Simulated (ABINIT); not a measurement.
**Ti: single point with PBEsol**

Crystal: Ti.

```xyz
2
Lattice="2.9500 0.0000 0.0000 -1.4750 2.5548 0.0000 0.0000 0.0000 4.6800" Properties=species:S:1:pos:R:3 pbc="T T T"
Ti    1.4750    0.8516    3.5100
Ti    0.0000    1.7032    1.1700
```

- Program: ABINIT 10.8.3 (patched build)
- Task: single point
- Functional: PBEsol
- Potentials or basis: PseudoDojo NC SR PBEsol v0.4.1 standard
- Cutoff: 1143 eV
- k mesh: 10 × 10 × 6
- Occupations: fermi-dirac, width 0.05 eV
- Spin: no spin polarisation

```json
{"Pressure": "-5.6 GPa", "Band gap on the k mesh": "none (metal or under the smearing width)", "Valence electrons inside the program's atomic spheres": "Ti 9.49 (radii [1.0584] Å)"}
```

Stress tensor (GPa, compression positive):
```
-5.48  0.00  0.00
 0.00 -5.48  0.00
 0.00  0.00 -5.99
```

Levels at points of the mesh, in eV from the Fermi level:
| k point | band 9 | band 10 | band 11 | band 12 | band 13 | band 14 | band 15 | band 16 |
| --- | --- | --- | --- | --- | --- | --- | --- | --- |
| (0.00, 0.00, 0.00) | -6.15 | -2.65 | 0.72 | 0.78 | 0.78 | 0.89 | 1.27 | 1.30 |
| (0.50, 0.00, 0.00) | -2.32 | -2.11 | -1.81 | -0.62 | 0.49 | 0.61 | 1.17 | 3.38 |
| (0.00, 0.00, 0.50) | -4.32 | -4.32 | 0.10 | 0.10 | 0.69 | 0.69 | 0.69 | 0.69 |
| (0.50, 0.00, 0.50) | -2.51 | -2.51 | -0.79 | -0.79 | 1.30 | 1.30 | 1.72 | 1.72 |

It took 6.1 min on 1 thread of AMD EPYC 7571 (shared host), peak memory 0.11 GiB.
